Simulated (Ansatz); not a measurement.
`CC(=O)OC1CCCCC1` + H₂O → `OC1CCCCC1` + acetic acid  (formal hydrolysis of a C–O bond)

Program: Ansatz. Geometries: PBE0-D4/def2-TZVP. ΔE: electronic, gas phase. CBS: MP2 limit from def2 TZ/QZ plus the TZ coupled-cluster correction, frozen cores. This one scheme is used for every species. DFT in def2-TZVPP. Each species was taken in one conformer, which may not be the lowest.

`CC(=O)OC1CCCCC1`:

```xyz
24

C     3.701   -0.123   -1.104
C     2.556   -0.039   -0.141
O     2.656    0.198    1.034
O     1.392   -0.272   -0.762
C     0.206   -0.228    0.048
C    -0.860   -1.040   -0.650
C    -2.090   -1.174    0.255
C    -2.300    0.063    1.139
C    -1.765    1.312    0.454
C    -0.248    1.216    0.259
H     3.732   -1.115   -1.559
H     4.632    0.077   -0.580
H     3.562    0.600   -1.910
H     0.453   -0.685    1.010
H    -1.123   -0.540   -1.588
H    -0.465   -2.022   -0.917
H    -2.972   -1.340   -0.369
H    -1.990   -2.062    0.886
H    -1.780   -0.066    2.094
H    -3.360    0.176    1.382
H    -2.262    1.425   -0.515
H    -2.010    2.207    1.030
H     0.281    1.633    1.119
H     0.055    1.798   -0.617
```

H₂O:

Z-matrix (Å, degrees):
```
O
H 1 0.960
H 1 0.960 2 105.1
```

`OC1CCCCC1`:

```xyz
19

O    -0.311    2.129   -1.463
C    -0.150    1.216   -0.393
C     1.177    0.514   -0.591
C     1.424   -0.520    0.499
C     0.282   -1.523    0.583
C    -1.055   -0.820    0.772
C    -1.290    0.212   -0.323
H    -1.174    2.543   -1.379
H    -0.111    1.765    0.563
H     1.160    0.028   -1.574
H     1.978    1.258   -0.618
H     1.528   -0.011    1.466
H     2.372   -1.034    0.318
H     0.252   -2.112   -0.342
H     0.457   -2.231    1.399
H    -1.872   -1.546    0.786
H    -1.065   -0.322    1.749
H    -1.367   -0.283   -1.298
H    -2.238    0.738   -0.155
```

`CC(=O)O`:

Z-matrix (Å, degrees):
```
C
C 1 1.495
H 1 1.092 2 109.8
H 1 1.092 2 109.8 3 117.7
H 1 1.087 2 109.6 3 -121.2
O 2 1.200 1 126.0 3 121.1
O 2 1.346 1 111.6 3 -58.9
H 7 0.968 2 106.4 1 180.0
```

```tsv
level	ΔE (kJ/mol)
PBE0-D4	-17.9
MP2/def2-QZVPP	-9.4
```

Question: What does CCSD(T)/CBS give? (An estimate is asked.)

Answer: Computed: -9.6 kJ/mol. The listed levels differ from it by -8.3, 0.2 kJ/mol.

Largest T1 diagnostic among the species: 0.015.

In def2-TZVPP, CCSD(T) changes the Hartree–Fock value by +16.0 kJ/mol (the triples alone add +3.0 kJ/mol) and MP2 by +16.9 kJ/mol. The D4 term adds +9.1 kJ/mol with B3LYP and +5.8 kJ/mol with PBE0; it sums over pairs of atoms, weighted by their polarisabilities, and B3LYP, whose exchange is more repulsive, gets the larger term.

B3LYP here is the variant with VWN-RPA as its local correlation; programs differ in this.

CCSD(T)/CBS has its own doubt, a few kJ/mol and more with outer-core shells, so smaller differences from it don't rank the levels.
